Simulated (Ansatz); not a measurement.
Crystal: Br.

```
Br
1.0
     3.36325   -2.32255    0.00000
     3.36325    2.32255    0.00000
     0.00000    0.00000    8.70230
Br
4
Direct
  0.36510 0.63490 0.39010
  0.13490 0.86510 0.89010
  0.63490 0.36510 0.60990
  0.86510 0.13490 0.10990
```

Base run:

- Program: Ansatz 0.2.0
- Functional: LDA
- Potentials or basis: Ansatz PAW
- Cutoff: 420 eV (not typed: the program's choice for these potentials)
- k mesh: 7 × 7 × 3
- Occupations: fermi-dirac, width 0.05 eV
- Spin: no spin polarisation

Its results: band gap on the k mesh 1.75 eV, indirect (least direct gap 1.77 eV); pressure -1.2 GPa; largest force 0.695 eV/Å.

Problem. After a change of settings the same cell gave: band gap on the k mesh 1.84 eV, indirect (least direct gap 1.86 eV); pressure 0.1 GPa; largest force 0.722 eV/Å. Which change was it?
A. functional from LDA to PBEsol
B. functional from LDA to PBE; occupations from fermi-dirac, width 0.05 eV to gaussian, width 0.011 eV
C. functional from LDA to HF; k mesh from 7 × 7 × 3 to 4 × 4 × 2
D. functional from LDA to r2SCAN50; cutoff from 420 eV (not typed: the program's choice for these potentials) to 500 eV (not typed: the program's choice for these potentials); k mesh from 7 × 7 × 3 to 4 × 4 × 2

Solution. A.

PBEsol binds less tightly than LDA, so the same cell stands under more pressure.

Caveats: the PAW data sets come from PBE, with cores solved anew for the run's functional, which leaves a small shift of forces and pressure.
